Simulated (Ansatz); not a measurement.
**V, dhcp: how the functional moves the structure**

All rows: Ansatz, plane waves with scalar-relativistic PAW, 420 eV (500 eV for the SCAN forms), relaxed under each functional, no dispersion correction, no zero-point motion. B₀ comes from uniform scaling at fixed shape; a dash is a value not given.

```
functional  V (Å³/atom)                                    cell  B₀ (GPa)     magnetic state  ΔE to bcc (meV/atom)
       PBE        13.85  a = 2.630 Å, c = 9.250 Å (c/a = 3.518)       175       non-magnetic                   238
    r²SCAN        13.67  a = 2.627 Å, c = 9.143 Å (c/a = 3.480)         -       non-magnetic                   243
    PBEsol        13.35  a = 2.589 Å, c = 9.199 Å (c/a = 3.554)       188  spin not included                   256
       LDA        12.91  a = 2.545 Å, c = 9.206 Å (c/a = 3.618)       199  spin not included                   268
    revPBE        14.12  a = 2.650 Å, c = 9.284 Å (c/a = 3.503)       168  spin not included                   230
      RPBE        14.21  a = 2.658 Å, c = 9.293 Å (c/a = 3.496)       165  spin not included                   227
      BLYP        14.28  a = 2.631 Å, c = 9.530 Å (c/a = 3.622)       160  spin not included                   217
```

LDA gives the smallest volume and BLYP the largest.
